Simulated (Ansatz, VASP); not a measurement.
**Two plane-wave programs on LiF (Griceite)**

```xyz
2
Lattice="0.0000 2.0140 2.0140 2.0140 0.0000 2.0140 2.0140 2.0140 0.0000" Properties=species:S:1:pos:R:3 pbc="T T T"
F     2.0140    2.0140    2.0140
Li    0.0000    0.0000    0.0000
```

Alike in both runs: task electric field gradients; functional r2SCAN; dispersion D4; k mesh 11 × 11 × 11; occupations methfessel-paxton of order 1, width 0.1 eV; no spin polarisation.

```csv
,VASP,Ansatz
version,VASP 6.6.1,Ansatz 0.2.0
potentials or method,"VASP PAW PBE potentials, release 64 (F, Li_sv)",JTH PAW
plane-wave cutoff (eV),520,1500
valence electrons in the cell,10,10
```

|  | VASP | Ansatz | Ansatz less VASP |
| --- | --- | --- | --- |
| gap on the k mesh at the Fermi level (eV) | 10.27 | 10.05 | -0.212 |
| least direct gap on the mesh (eV) | 10.27 | 10.05 | -0.212 |
| dispersion energy (meV/atom) | -26.3 | -26.4 | -0.03 |
| Vzz of the field gradient on the site that differs most (V/Å²) | 0.0 | 0.0 | 0.00 |

Caveats: an odd mesh through Γ misses points on the zone boundary, where band edges often lie (VASP); odd divisions of the mesh miss points on the zone boundary, where band edges often lie, so the gap on the mesh can be too wide (Ansatz). r2SCAN opens gaps a little over a GGA but as a rule still falls short of measured ones.
